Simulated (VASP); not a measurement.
The system is Se.

```
Se
1.0
     4.36620    0.00000    0.00000
    -2.18310    3.78124    0.00000
     0.00000    0.00000    4.95360
Se
3
Direct
  0.22540 0.00000 0.33333
  0.00000 0.22540 0.66667
  0.77460 0.77460 0.00000
```

| Quantity | Value |
| --- | --- |
| Program | VASP 6.6.1 |
| Task | relaxation of cell and atoms |
| Functional | r2SCAN |
| Potentials or basis | VASP PAW PBE potentials, release 64 (Se) |
| Cutoff | 600 eV |
| k mesh | 9 × 9 × 6 |
| Occupations | gaussian, width 0.03 eV |
| Spin | no spin polarisation |

At the start: pressure 1.3 GPa; volume 27.26 Å³/atom.

Task: Where does the relaxation end?

Result: Over 11 steps the energy falls by 5.2 meV/atom and the volume is 29.21 Å³/atom (+7.1 %); space group P3_121 (No. 152, to 0.05 Å).

The path:
```
step  energy change (eV)  largest force (eV/Å)  pressure (GPa)  volume (Å³)
   1              0.0000                0.0562            1.31        81.78
   2             -0.0029                0.3001           -0.80        84.45
   3             -0.0067                0.1517            0.07        83.29
   4             -0.0094                0.1071            0.08        83.76
   5             -0.0119                0.0075            0.10        84.90
   6             -0.0131                0.0024            0.03        85.46
   7             -0.0150                0.0315           -0.18        87.13
   8             -0.0152                0.0405           -0.23        87.65
   9             -0.0153                0.0581            0.22        87.60
  10             -0.0155                0.0116            0.00        87.63
  11             -0.0155                0.0095            0.00        87.63
```

Final structure:
```
Se
1.0
     4.50107    0.00000    0.00000
    -2.25053    3.89804    0.00000
     0.00000    0.00000    4.99445
Se
3
Cartesian
  0.9774 0.0000 1.6648
  -0.4887 0.8464 3.3296
  1.7618 3.0516 0.0000
```

Caveat: the PAW data sets were made with another functional, which shifts forces and pressure a little.
